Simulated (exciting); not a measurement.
YN:

```
CELL_PARAMETERS angstrom
0.00000 2.43850 2.43850
2.43850 0.00000 2.43850
2.43850 2.43850 0.00000
ATOMIC_POSITIONS crystal
Y 0.00000 0.00000 0.00000
N 0.50000 0.50000 0.50000
```

Base run:

```yaml
Program: exciting (release sodium)
Functional: PBE
Potentials_or_basis: all-electron LAPW+lo, shipped species files, valence relativity iora*
rgkmax: 7.5
k_mesh: 9 × 9 × 9
Occupations: gaussian, width 0.02 eV
Spin: no spin polarisation
```

Its results: band gap on the k mesh 0.24 eV, indirect (least direct gap 0.64 eV).

Q: The run is repeated on the same cell with these changes: functional from PBE to LDA. What comes out?

A: Band gap on the k mesh 0.14 eV, indirect (least direct gap 0.54 eV).

Caveats: an odd mesh through Γ misses points on the zone boundary, where band edges often lie.

Not every run made on this cell is shown here.
